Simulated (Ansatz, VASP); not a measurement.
# BP in VASP and in Ansatz

```
P B
1.0
     0.00000    2.22268    2.22268
     2.22268    0.00000    2.22268
     2.22268    2.22268    0.00000
P B
1 1
Cartesian
  3.3340 3.3340 3.3340
  0.0000 0.0000 0.0000
```

Alike in both runs: task single point; functional PBEsol; k mesh 10 × 10 × 10; occupations fermi-dirac, width 0.05 eV; no spin polarisation.

|  | VASP | Ansatz |
| --- | --- | --- |
| version | VASP 6.6.1 | Ansatz 0.2.0 |
| potentials or method | VASP PAW PBE potentials, release 64 (P, B) | Ansatz PAW |
| plane-wave cutoff (eV) | 520 | 420 |
| valence electrons in the cell | 8 | 8 |

|  | VASP | Ansatz | Ansatz less VASP |
| --- | --- | --- | --- |
| gap on the k mesh at the Fermi level (eV) | 1.05 | 1.05 | +0.004 |
| least direct gap on the mesh (eV) | 3.46 | 3.46 | +0.006 |
| pressure (GPa) | 9.4 | 9.3 | -0.10 |

Caveats: the PAW data sets were made with another functional, which shifts forces and pressure a little (VASP); the PAW data sets come from PBE, with cores solved anew for the run's functional, which leaves a small shift of forces and pressure (Ansatz). Expect the measured gap to be larger: semilocal functionals such as PBEsol lack the derivative discontinuity. A k mesh can miss the band edges.
